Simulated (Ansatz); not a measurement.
The system is ZnSe (Stilleite).

```
Se Zn
1.0
     0.00000    2.83380    2.83380
     2.83380    0.00000    2.83380
     2.83380    2.83380    0.00000
Se Zn
1 1
Direct
  0.75000 0.75000 0.75000
  0.00000 0.00000 0.00000
```

```yaml
Program: Ansatz 0.2.0
Task: relaxation of cell and atoms
Functional: RPBE
Potentials_or_basis: Ansatz PAW
Cutoff: "420 eV (not typed: the program's choice for these potentials)"
k_mesh: 8 × 8 × 8
Occupations: fermi-dirac, width 0.05 eV
Spin: no spin polarisation
```

At the start: volume 22.76 Å³/atom.

Task: Where does the relaxation end?

Result: It ends after 5 steps and the volume is 24.49 Å³/atom (+7.6 %); space group F-43m (No. 216, to 0.05 Å).

Step by step:
```
step  energy change (eV)  largest force (eV/Å)  volume (Å³)
   1              0.0000                0.0000        45.51
   2             -0.0394                0.0000        47.94
   3             -0.0427                0.0000        48.86
   4             -0.0427                0.0000        48.98
   5             -0.0440                0.0000        48.98
```

Final structure:
```yaml
crystal:
  lattice:
    - [0.00000, 2.90397, 2.90397]
    - [2.90397, 0.00000, 2.90397]
    - [2.90397, 2.90397, 0.00000]
  atoms:
    - { symbol: Se, position: [0.75000, 0.75000, 0.75000] }
    - { symbol: Zn, position: [0.00000, 0.00000, 0.00000] }
```

Caveat: the plane-wave basis is chosen anew once the cell has moved, so the energies of steps on either side of that aren't comparable; the PAW data sets come from PBE, with cores solved anew for the run's functional, which leaves a small shift of forces and pressure.
